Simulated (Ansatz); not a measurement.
# CoPtO2 in Ansatz: convergence with k mesh

The system is CoPtO2.

```
CELL_PARAMETERS angstrom
1.41227 0.81537 5.93939
-1.41227 0.81537 5.93939
0.00000 -1.63075 5.93939
ATOMIC_POSITIONS crystal
Pt 0.00000 0.00000 0.00000
Co 0.50000 0.50000 0.50000
O 0.11224 0.11224 0.11224
O 0.88776 0.88776 0.88776
```

The cell is a database's computed one.

```yaml
Program: Ansatz 0.2.0
Task: convergence study
Functional: PBE
Potentials_or_basis: JTH PAW
Cutoff: "1380 eV (not typed: the program's choice for these potentials)"
k_mesh: 3 × 3 × 3
Occupations: gaussian, width 0.05 eV
Spin: collinear spin, ferromagnetic start
Starting_moments: "[0.0, 2.0, 0.0, 0.0] μB"
```

These are the settings of the first run; the series varies k mesh, with any setting tied to it.

Hardware: 2 threads of Arm Neoverse V2, with other jobs on the host.

Question: The values tried are 3 × 3 × 3, 4 × 4 × 4, 5 × 5 × 5, 6 × 6 × 6, 8 × 8 × 8, 10 × 10 × 10, 12 × 12 × 12, 15 × 15 × 15, 18 × 18 × 18, loosest first. From which on does the absolute moment stay within 0.02 μB of the tightest run that finished?

Answer: From 12 × 12 × 12 on.

```csv
k mesh,"energy less the tightest run, at zero smearing (meV/atom)",pressure (GPa),largest force (eV/Å),absolute moment (μB),SCF cycles,CPU time (s),peak memory (GiB)
3 × 3 × 3,125.97,9.23,0.227,0.58,18,8.5,0.44
4 × 4 × 4,-27.78,8.27,0.117,0.00,44,33,0.51
5 × 5 × 5,64.33,8.43,0.248,0.00,17,18,0.55
6 × 6 × 6,-22.33,6.61,0.092,0.03,47,73,0.63
8 × 8 × 8,2.64,7.00,0.158,0.03,51,170,0.83
10 × 10 × 10,9.58,7.33,0.174,0.09,52,280,1.1
12 × 12 × 12,5.37,7.41,0.167,0.00,15,140,1.6
15 × 15 × 15,2.94,7.21,0.139,0.00,18,300,2.5
18 × 18 × 18,0.00,7.11,0.126,0.00,15,450,3.9
```

Against the tightest run, the pressure stays within 0.1 GPa from 15 × 15 × 15 on. Not settled before the last step: the energy (to 1 meV/atom), the largest force (to 0.005 eV/Å). Meshes of other sizes hit other points, so gaps and Fermi surfaces needn't settle smoothly. The tightest run that finished is the yardstick and may itself not be fully converged.

Caveat, for the tightest run too: the starting moments collapsed, and a magnetic state may lie lower; semilocal functionals often make such compounds metallic where correlation or magnetic order opens a gap, which also shifts bond lengths; the starting moments weren't kept. Spin-orbit coupling is left out, which matters for the levels of Pt.
